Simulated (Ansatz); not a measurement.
# Gd: relaxation of cell and atoms with PBE

Crystal: Gd.

```
Gd
1.0
     3.63600    0.00000    0.00000
    -1.81800    3.14887    0.00000
     0.00000    0.00000    5.78260
Gd
2
Direct
  0.66667 0.33333 0.75000
  0.33333 0.66667 0.25000
```

```yaml
Program: Ansatz 0.2.0
Task: relaxation of cell and atoms
Functional: PBE
Potentials_or_basis: Ansatz PAW
Cutoff: "420 eV (not typed: the program's choice for these potentials)"
k_mesh: 8 × 8 × 5
Occupations: fermi-dirac, width 0.05 eV
Spin: collinear spin, ferromagnetic start
Starting_moments: "[7.0, 7.0] μB"
Target_pressure: 5 GPa
Target_pressure_GPa: 5
```

```json
{
  "Relaxed volume": "29.78 Å³/atom",
  "Relaxed cell": "a = 3.499 Å, b = 3.499 Å, c = 5.617 Å, α = 90.00°, β = 90.00°, γ = 120.00°",
  "Space group after relaxing (to 0.05 Å)": "P6_3/mmc (No. 194)",
  "Energy change on relaxing (the enthalpy is what falls)": "+54.8 meV/atom",
  "Ionic steps": "5",
  "Pressure after relaxing": "5.0 GPa",
  "Band gap on the k mesh": "none (metal or under the smearing width)",
  "Net moment": "15.13 μB per cell",
  "Absolute moment": "15.13 μB per cell",
  "Site moments": "Gd +7.31 μB"
}
```

The path:
```
step  energy change (eV)  largest force (eV/Å)  volume (Å³)
   1              0.0000                0.0000        66.21
   2              0.1258                0.0000        59.02
   3              0.1076                0.0000        59.58
   4              0.1084                0.0000        59.55
   5              0.1095                0.0000        59.55
```

Final structure:
```
Gd
1.0
     3.49906    0.00000    0.00000
    -1.74953    3.03027    0.00000
     0.00000    0.00000    5.61666
Gd
2
Direct
  0.66667 0.33333 0.75000
  0.33333 0.66667 0.25000
```

Levels at points of the mesh, in eV from the Fermi level:
Spin up:
| k point | band 24 | band 25 | band 26 | band 27 | band 28 | band 29 |
| --- | --- | --- | --- | --- | --- | --- |
| (0.00, 0.00, 0.00) | -2.66 | 1.41 | 1.41 | 1.47 | 1.51 | 2.10 |
| (0.00, -0.50, 0.00) | -2.01 | -1.50 | 0.24 | 1.14 | 1.24 | 1.95 |
Spin down:
```csv
k point,band 6,band 7,band 8,band 9,band 10,band 11,band 12,band 13,band 14,band 15
"(0.00, 0.00, 0.00)",-19.59,-19.59,-19.58,-4.26,-1.61,0.41,0.47,0.53,0.61,0.61
"(0.00, -0.50, 0.00)",-20.01,-19.88,-19.72,-1.14,-1.10,-0.80,0.47,0.55,0.63,0.63
```

It took 6.9 s on 2 threads of AMD EPYC 9R45 96-Core Processor (Zen 5), with other jobs on the host, peak memory 0.47 GiB.

Caveat: the magnetic or orbital state may not be the lowest; the plane-wave basis is chosen anew once the cell has moved, so the energies of steps on either side of that aren't comparable; spin-orbit coupling is left out, which moves the levels of the heavy elements. The state reached can hang on the start; a lower one may exist.
